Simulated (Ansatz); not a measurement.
# InAs: band gap under strain

Aim: follow the gap of InAs in the zincblende structure through these states: -2.0 % biaxial strain in the (111) plane, free along [111]; -1.0 % biaxial strain in the (111) plane, free along [111]; +1.0 % biaxial strain in the (111) plane, free along [111]. The table at the end shows which levels were run.

The runs shown are made with Ansatz 0.2.0. PAW datasets, plane waves. Calculated at 0 K for a non-magnetic cell.

## 1. The system as given

The unstrained cell was relaxed with r2SCAN; in each strained cell the atoms were relaxed again with r2SCAN. Names of k-points are those of the unstrained zone, where strain can split equivalent points. First state: -2.0 % biaxial strain in the (111) plane, free along [111].

The symmetry is R3m (No. 160, trigonal); a = 4.233 Å, c = 10.708 Å in the conventional setting, 27.70 Å³ an atom. Around In lie 4 As at 2.62–2.64 Å; around As lie 4 In at 2.62–2.64 Å.

As a file:

```cif
data_structure
_symmetry_space_group_name_H-M 'R3m:H'
_symmetry_Int_Tables_number 160
_cell_length_a 4.2334
_cell_length_b 4.2334
_cell_length_c 10.7075
_cell_angle_alpha 90.000
_cell_angle_beta 90.000
_cell_angle_gamma 120.000
_cell_volume 166.19
loop_
_atom_site_label
_atom_site_type_symbol
_atom_site_symmetry_multiplicity
_atom_site_Wyckoff_symbol
_atom_site_fract_x
_atom_site_fract_y
_atom_site_fract_z
_atom_site_occupancy
In1 In 3 a 0.66667 0.33333 0.33156 1
As1 As 3 a 0.66667 0.33333 0.08511 1
```

From earlier runs on the unstrained cell: PBE 0.00 eV, r2SCAN 0.08 eV, HSE06 0.36 eV, r2SCAN+SOC 0.00 eV; a = 6.109 Å.

## 2. -2.0 % biaxial strain in the (111) plane, free along [111]: PBE

input.yaml reads:

```yaml
crystal:
  lattice:
    - [0.0650020454, 3.0585007089, 3.0585007089]
    - [3.0585007089, 0.0650020454, 3.0585007089]
    - [3.0585007089, 3.0585007089, 0.0650020454]
  atoms:
    - { symbol: In, position: [0.0017717275, 0.0017717275, 0.0017717275] }
    - { symbol: As, position: [0.2482282725, 0.2482282725, 0.2482282725] }
kpoints:
  mp_grid: { grid: [8, 8, 8] }
  band_path:
    path:
      - [0.0, 0.0, 0.0]
      - [-0.5, -0.5, 0.0]
      - [-0.375, -0.375, 0.25]
      - [-0.375, 0.0, 0.375]
      - [0.0, 0.0, 0.5]
      - [-0.5, -0.25, 0.25]
      - [-0.01888, -0.01888, -0.01888]
    npoints: 1
hamiltonian:
  xc: pbe
scf:
  occupations: { method: fermi_dirac, width: 0.02 }
  n_extra_bands: 4
output:
  forces: true
  stress: true
  eigenvalues: true
  write_density: true
  write_potential: true
  elf: true
  volumetric_format: npy
```

Run with:

```
$ ansatz run input.yaml --threads 2 --pin off --max-ram 20275MiB --backend cpu --events-out ev --progress --plain --runs-dir out
```

Further steps of the session: -2.0 % biaxial strain in the (111) plane, free along [111]: r2SCAN; -2.0 % biaxial strain in the (111) plane, free along [111]: HSE06; -2.0 % biaxial strain in the (111) plane, free along [111]: r2SCAN+SOC; -1.0 % biaxial strain in the (111) plane, free along [111]: PBE; -1.0 % biaxial strain in the (111) plane, free along [111]: r2SCAN; -1.0 % biaxial strain in the (111) plane, free along [111]: HSE06; -1.0 % biaxial strain in the (111) plane, free along [111]: r2SCAN+SOC; +1.0 % biaxial strain in the (111) plane, free along [111]: PBE; +1.0 % biaxial strain in the (111) plane, free along [111]: r2SCAN; +1.0 % biaxial strain in the (111) plane, free along [111]: HSE06; +1.0 % biaxial strain in the (111) plane, free along [111]: r2SCAN+SOC.

Before running it: what results should come out?

The runs gave:

Least gap in eV (negative: overlap), with the change from the unstrained cell in brackets:

```
                                                     state  volume change (%)           PBE        r2SCAN         HSE06
-2.0 % biaxial strain in the (111) plane, free along [111]               -2.8  0.00 (-0.00)  0.14 (+0.06)  0.43 (+0.07)
-1.0 % biaxial strain in the (111) plane, free along [111]               -1.5  0.00 (-0.00)  0.12 (+0.04)  0.41 (+0.05)
+1.0 % biaxial strain in the (111) plane, free along [111]               +1.4  0.01 (+0.01)  0.02 (-0.06)  0.22 (-0.14)
```

**Reading.** The largest move of the HSE06 gap in the table is -0.142 eV, under +1.0 % biaxial strain in the (111) plane, free along [111]. PBE and HSE06 differ by 0.36 eV on the unstrained gap, and by at most 0.15 eV on its change. Under -2.0 % biaxial strain in the (111) plane, free along [111] and under -1.0 % biaxial strain in the (111) plane, free along [111] and under +1.0 % biaxial strain in the (111) plane, free along [111] PBE gives no gap, or under 0.02 eV, while HSE06 has one. Spin-orbit coupling is left out of the table, though the cell holds In (Z = 49); in an element this heavy it can shift bands and gaps by tenths of an eV.
